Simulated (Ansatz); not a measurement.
# NiGe: do energies and stresses tell the same story?

All numbers below come from DFT PBE, scalar-relativistic, plane waves, PAW in Ansatz 0.2.0.

Cutoff 420 eV; k points 8×10×6 on the computed 8-atom cell (Γ-centred); Gaussian smearing, width 0.10 eV; no spin polarisation.

Relaxed cell: Pnma, a = 5.397 Å, b = 3.481 Å, c = 5.846 Å, α = 90.00°, β = 90.00°, γ = 90.00°, 8 atoms in the primitive cell.

Energies at zero smearing and pressures from the stress tensor, at volumes with shape and atoms relaxed:
```json
{"V (Å³/atom)": "12.080", "E − E(first) (meV/atom)": "0.00", "P (GPa)": "23.20"}
{"V (Å³/atom)": "12.492", "E − E(first) (meV/atom)": "-49.84", "P (GPa)": "15.81"}
{"V (Å³/atom)": "12.904", "E − E(first) (meV/atom)": "-82.23", "P (GPa)": "9.58"}
{"V (Å³/atom)": "13.316", "E − E(first) (meV/atom)": "-99.91", "P (GPa)": "4.36"}
{"V (Å³/atom)": "13.727", "E − E(first) (meV/atom)": "-105.25", "P (GPa)": "-0.02"}
{"V (Å³/atom)": "14.139", "E − E(first) (meV/atom)": "-100.30", "P (GPa)": "-3.67"}
{"V (Å³/atom)": "14.551", "E − E(first) (meV/atom)": "-86.80", "P (GPa)": "-6.69"}
{"V (Å³/atom)": "15.100", "E − E(first) (meV/atom)": "-57.95", "P (GPa)": "-9.94"}
```

**Question.** Check P = −dE/dV between neighbouring volumes, and get the bulk modulus from the pressures alone.

**Answer.** With 1 eV/Å³ = 160.2 GPa:
```
middle V (Å³/atom)  −ΔE/ΔV (GPa) mean P (GPa)
            12.286        19.388        19.509
            12.698        12.603        12.699
            13.110         6.876         6.971
            13.522         2.079         2.168
            13.933        -1.925        -1.849
            14.345        -5.253        -5.182
            14.826        -8.416        -8.317
```

The two differ by 0.12 GPa at most. The mean of two end pressures misses the average over a step by about ΔV² P″/12, up to 0.10 GPa here; with that taken off 0.03 GPa remains. The stress is the derivative of the free energy, not of the energy at zero smearing, and with free energies 0.01 GPa remains. Around V = 13.727 Å³/atom, the two neighbours give B = −V ΔP/ΔV = 13.727 × 8.03 / 0.824 = 133.9 GPa, against B0 = 132.8 GPa from the Birch–Murnaghan fit of the energies.

A ferromagnetic start lost its moments in a first run, so spin was left out; other magnetic orders weren't tried.

Energies and stresses describe the same equation of state for NiGe, both placing the equilibrium volume very close to 13.727 Å³/atom. The pressure curve is convex: each successive compression costs more pressure per unit volume than the last, so the crystal stiffens as it shrinks. The physical reason is that Pauli repulsion between overlapping electron shells grows faster on compression than the attraction from metallic bonding and Ni 3d–Ge 4p hybridisation. On expansion the repulsion fades and the stiffness falls, although the tension pulling the crystal back still grows over the computed range.

The same curvature explains why the mean pressure lies above the energy slope in every interval, since a chord runs above a convex curve. The slope itself also flattens non-linearly, so a difference across two neighbours slightly overestimates the local stiffness. This probably accounts for much of the gap between 133.9 and 132.8 GPa, which therefore needn't signal a faulty stress. The agreement establishes internal consistency, not accuracy against experiment, because an error of the functional would enter energy and stress alike.
